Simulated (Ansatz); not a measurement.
# GaN under changes of volume

One of the cells (11.310 Å³/atom); the others are scaled copies at fixed shape and fractional positions:

```
Ga N
1.0
     3.18000    0.00000    0.00000
    -1.59000    2.75396    0.00000
     0.00000    0.00000    5.16600
Ga N
2 2
Direct
  0.66667 0.33333 0.50000
  0.33333 0.66667 0.00000
  0.66667 0.33333 0.87500
  0.33333 0.66667 0.37500
```

| Item | Value |
| --- | --- |
| Program | Ansatz 0.2.0 |
| Functional | revPBE |
| Dispersion | D4 |
| Potentials or basis | Ansatz PAW |
| Cutoff | 420 eV (not typed: the program's choice for these potentials) |
| k mesh | 10 × 10 × 5 |
| Occupations | fermi-dirac, width 0.05 eV |
| Spin | no spin polarisation |

| volume (Å³/atom) | energy over the lowest point (meV/atom) | pressure (GPa) | gap on the mesh (eV) | largest force (eV/Å) |
| --- | --- | --- | --- | --- |
| 10.632 | ? | ? | ? | ? |
| 10.858 | 7.35 | 6.8 | 2.26 | 0.142 |
| 11.084 | 0.82 | 2.5 | 2.13 | 0.136 |
| 11.310 | 0.00 | -1.3 | 1.99 | 0.130 |
| 11.537 | 4.36 | -4.8 | 1.86 | 0.124 |
| 11.763 | 13.33 | -7.9 | 1.73 | 0.118 |
| 11.989 | 26.43 | -10.6 | 1.61 | 0.113 |

Q: What does the run at 10.632 Å³/atom give?

A: Energy over the lowest point 20.28 meV/atom; pressure 11.6 GPa; gap on the mesh 2.40 eV; largest force 0.149 eV/Å.

Worked out: A Birch-Murnaghan fit of order 3 (a polynomial in V^(-2/3)) to the other rows has its minimum at 11.23 Å³/atom with B0 = V·E''(V) = 188 GPa and B' = 4.4 at fixed shape and positions, which overstates the stiffness. It gives 20.27 meV/atom at 10.632 Å³/atom, against the run's 20.28, and -dE/dV = 11.6 GPa, against 11.6. A straight line through the other rows of the gap, of slope -6.6 eV per unit of ln V (its deformation potential), extrapolates to 2.40 eV, against the run's 2.40.

Energies are extrapolated to zero smearing.

Caveats: odd divisions of the mesh miss points on the zone boundary, where band edges often lie, so the gap on the mesh can be too wide; the PAW data sets come from PBE, with cores solved anew for the run's functional, which leaves a small shift of forces and pressure.

Spin-orbit coupling on Ga is left out.
